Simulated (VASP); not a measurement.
Input of a VASP 6.6.1 run:

INCAR

```
  PREC = Accurate
  ENCUT = 600
  EDIFF = 1E-6
  ISMEAR = -1
  SIGMA = 0.05
  LREAL = False
  LASPH = True
  NELM = 100
  ALGO = Normal
  ISIF = 3
  LWAVE = False
  LCHARG = False
  GGA = PE
  IBRION = 2
  NSW = 40
  EDIFFG = -0.01
```

Contents of KPOINTS:

```
Automatic mesh
0
Gamma
  12 12 12
```

The input POSCAR:

```
W
1.0
   -1.5823450000      1.5823450000      1.5823450000
    1.5823450000     -1.5823450000      1.5823450000
    1.5823450000      1.5823450000     -1.5823450000
W
1
Direct
    0.0000000000      0.0000000000      0.0000000000
```

Potentials or basis: VASP PAW PBE potentials, release 64 (W_sv).

Launch:

```sh
$ cat potpaw_PBE.64/W_sv/POTCAR > POTCAR
$ mpirun -np 1 vasp_std > vasp.out
```

Estimate the band gap on the k mesh.

none (metal or under the smearing width).

Estimate the space group after relaxing (to 0.05 Å).

Im-3m (No. 229).

Final structure:
```xyz
1
Lattice="-1.5933 1.5933 1.5933 1.5933 -1.5933 1.5933 1.5933 1.5933 -1.5933" Properties=species:S:1:pos:R:3 pbc="T T T"
W     0.0000    0.0000    0.0000
```

The run has no spin-orbit coupling, so splittings on W are missing. PBE usually gives volumes a little too large and moduli too small.
